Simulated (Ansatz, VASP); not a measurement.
## C: VASP beside Ansatz

```
C
1.0
     3.94071    0.00000    0.00000
    -1.97035    3.41275    0.00000
     0.00000    0.00000    3.78740
C
6
Direct
  0.79620 0.39810 0.16667
  0.60190 0.39810 0.83333
  0.60190 0.20380 0.50000
  0.20380 0.60190 0.16667
  0.39810 0.60190 0.83333
  0.39810 0.79620 0.50000
```

Alike in both runs: functional PBE; k mesh 12 × 12 × 10; occupations gaussian, width 0.1 eV; no spin polarisation.

Ansatz relaxed the structure, and its values are those at the end. VASP's run is a single point on that final structure, the one shown.

```csv
,VASP,Ansatz
version,VASP 6.6.1,Ansatz 0.2.0
potentials or method,"VASP PAW PBE potentials, release 64 (C)","scalar-relativistic, plane waves, PAW"
plane-wave cutoff (eV),520,420
valence electrons in the cell,24,24
```

Ansatz gave:

| Quantity | Value |
| --- | --- |
| gap on the k mesh at the Fermi level (eV) | none |
| pressure (GPa) | 0.0 |
| rms of the force components (eV/Å) | 0.006 |

Problem. What did VASP give for the same quantities?

Solution. gap on the k mesh at the Fermi level (eV): none; pressure (GPa): 0.4; rms of the force components (eV/Å): 0.009.

A gap of «none» marks a metal or a gap that the smearing closes.
